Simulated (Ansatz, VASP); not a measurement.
**One calculation of SiO2, two programs**

```xyz
6
Lattice="4.1667 0.0000 0.0000 0.0000 4.1667 0.0000 0.0000 0.0000 2.6645" Properties=species:S:1:pos:R:3 pbc="T T T"
Si    0.0000    0.0000    0.0000
Si    2.0833    2.0833    1.3322
O     1.2719    1.2719    0.0000
O     0.8114    3.3553    1.3322
O     2.8948    2.8948    0.0000
O     3.3553    0.8114    1.3322
```

Alike in both runs: task electric field gradients; functional LDA; k mesh 7 × 7 × 11; occupations fermi-dirac, width 0.02 eV; no spin polarisation.

|  | VASP | Ansatz |
| --- | --- | --- |
| version | VASP 6.6.1 | Ansatz 0.2.0 |
| potentials or method | VASP PAW LDA potentials, release 64 (Si, O) | plane-wave PAW, scalar-relativistic |
| plane-wave cutoff (eV) | 520 | 420 |
| valence electrons in the cell | 32 | 32 |

VASP gave:

* gap on the k mesh at the Fermi level (eV): 5.69
* pressure (GPa): -1.3
* largest component of the traceless stress (GPa): 0.99
* rms of the force components (eV/Å): 0.038
* Vzz of the field gradient on the site that differs most (V/Å²): 18.1

Task: Estimate Ansatz's values.

Result: gap on the k mesh at the Fermi level (eV): 5.68; pressure (GPa): -2.4; largest component of the traceless stress (GPa): 0.39; rms of the force components (eV/Å): 0.055; Vzz of the field gradient on the site that differs most (V/Å²): 15.4.

Atom by atom the forces differ by 0.017 eV/Å (rms over components).

Caveats: an odd mesh through Γ misses points on the zone boundary, where band edges often lie. A hybrid or GW would open this gap; LDA tends to underestimate it.
